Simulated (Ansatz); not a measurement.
**Hf: stiffness from a series of strains**

```xyz
1
Lattice="0.0000 2.2200 2.2200 2.2200 0.0000 2.2200 2.2200 2.2200 0.0000" Properties=species:S:1:pos:R:3 pbc="T T T"
Hf    0.0000    0.0000    0.0000
```

The cell is COD entry 1534929, as deposited and not checked against the literature; nothing was relaxed.

Spin–orbit coupling is left out, though it moves levels of the heavy atoms by tenths of an eV or more.

Method: DFT, PBE, all-electron LAPW, scalar-relativistic (Ansatz 0.2.0).

Sampling and basis: a Γ-centred 13×13×13 k mesh, Fermi–Dirac smearing of 0.03 eV, basis error target 1 meV/atom, no spin polarisation.

The strain is applied along the Cartesian axes of the cell as listed (the other components stay zero). Fractional coordinates are held (clamped ions).

σ is the change of stress from the unstrained cell, which is at 3.28 GPa; tension is positive, so slopes are stress–strain coefficients at that pressure. In a metal the k mesh adds noise.

Only quantities that a quadratic follows smoothly over the whole series are listed; rougher ones are left out.

```tsv
εxx = εyy	σzz (GPa)	σxx (GPa)
-0.0300	-6.63	-8.24
-0.0200	-4.30	-5.30
0.0000	0.00	0.00
0.0100	2.11	2.29
0.0200	3.96	4.48
0.0300	5.49	6.57
```

Q: Fit the series and read off the stiffness at zero strain.

A: Least-squares fits y = p0 + p1 x + p2 x² to the rows give σzz (GPa): p1 = 204, p2 = -710; σxx (GPa): p1 = 246, p2 = -890. So 2 C12 = 204 GPa and C11 + C12 = 246 GPa.

Q: One run, at εxx = εyy = -0.0100, is withheld. Predict its row.

A: The fits give -2.02, -2.59; the run gave -2.15, -2.52.
